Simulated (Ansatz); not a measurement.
Structure relaxation of Ga

Level of theory: DFT PBEsol, scalar-relativistic, plane waves, PAW (Ansatz).

The start is a database structure of Ga, space group Cmce (No. 64).

Input of the last, converged step (default PAW datasets):

```yaml
crystal:
  lattice:
    - [2.2160233304, -3.7989918401, 0.0]
    - [2.2160233304, 3.7989918401, 0.0]
    - [0.0, 0.0, 4.55550353]
  atoms:
    - { symbol: Ga, position: [0.65569572, 0.34430428, 0.41540139] }
    - { symbol: Ga, position: [0.84430428, 0.15569572, 0.91540139] }
    - { symbol: Ga, position: [0.34430428, 0.65569572, 0.58459861] }
    - { symbol: Ga, position: [0.15569572, 0.84430428, 0.08459861] }
basis:
  ecutwfc: 420
kpoints:
  mp_grid: { grid: [12, 12, 10] }
hamiltonian:
  xc: pbesol
scf:
  occupations: { method: gaussian, width: 0.1 }
output:
  forces: true
  stress: true
  eigenvalues: true
relax:
  adjacent_minimum: "off"
  f_tol: 0.01
  max_steps: 80
  cell: { stress_tol: 0.05 }
```

It can be run as:

```bash
ansatz run input.yaml --threads 1 --pin off --backend cpu --events-out ev --progress --plain --runs-dir out  # memory cap (--max-ram) not shown
```

End of the output:

```
SCF converged after 7 iterations
Free energy (F): -14972.814194 eV
Harris-Foulkes:  -14972.814194 eV  (|F-HF|=1.82e-12)
Internal energy: -14972.810538 eV  (E = F + TS)
E sigma→0 (E₀):  -14972.812366 eV
Entropy (-TS):   -0.003656 eV (-0.914 meV/atom)
Fermi energy:    9.196206 eV
--- Per-component energies (eV) ---
  E_band       = -170.346573
  E_kinetic    = 462.918212
  E_local      = -7527.709531  (includes V_loc(G=0)·N_el)
  E_nonlocal   = 1695.350690
  E_hartree    = 3530.905655
  E_xc         = -276.077042
  E_vxc        = -234.599858  (∫ρ·V_xc dr)
  E_paw        = -7788.028632  (= ΣΔE_a)
  E_vpaw       = -1628.117037  (= ΣTr[D̂ρ^β])
  E_aug_tail   = -0.000434  (compensation charges beyond the density's cutoff)
  E_ewald      = -5073.621366
  E_core_change = 3.451911  (= ΣΔE_core)
  E_smearing   = -0.003656  (= −TS)
  E_closure    =  0.000000  (closes the sum)
  Σ components = -14972.814194   (vs F -14972.814194, Δ=0.00e0)
--- Forces (eV/Å), atoms counted from 1 ---
  atom   1  Ga     0.00000000    -0.00144385     0.00112466
  atom   2  Ga     0.00000000     0.00144385     0.00112466
  atom   3  Ga     0.00000000     0.00144385    -0.00112466
  atom   4  Ga     0.00000000    -0.00144385    -0.00112466
  max |Σ_I F_I| component: 1.39e-17 eV/Å
--- Stress (GPa, compression-positive) ---
       -0.020998       0.000000       0.000000
        0.000000      -0.009019       0.000000
        0.000000       0.000000      -0.005532
  P = ⅓ Tr σ = -0.0118 GPa (-0.118 kbar)
--- Relaxed structure (4 steps of the walk, 4 accepted, 1 SCFs on fresh bases) ---
  F+E_penalty+E_count = -14972.81419356 eV   max|allowed force component| = 1.444e-3 eV/Å   (the final SCF, on the basis selected at the relaxed cell)
  cell:  # Å, volume = 76.2717 Å³
    - [2.235979, -3.796826, 0.0]
    - [2.235979, 3.796826, 0.0]
    - [0.0, 0.0, 4.492057]
  atoms:
    - { symbol: Ga, position: [0.655987, 0.344013, 0.416640] }
    - { symbol: Ga, position: [0.844013, 0.155987, 0.916640] }
    - { symbol: Ga, position: [0.344013, 0.655987, 0.583360] }
    - { symbol: Ga, position: [0.155987, 0.844013, 0.083360] }
```

Total energies depend on the potentials used, so only differences within one code and one set of settings carry meaning.

The result has space group Cmce (No. 64). Ga has 1 Ga at 2.48 Å and 6 Ga at 2.66–2.76 Å.

Symmetry constrained the relaxation, so the result can be a saddle point.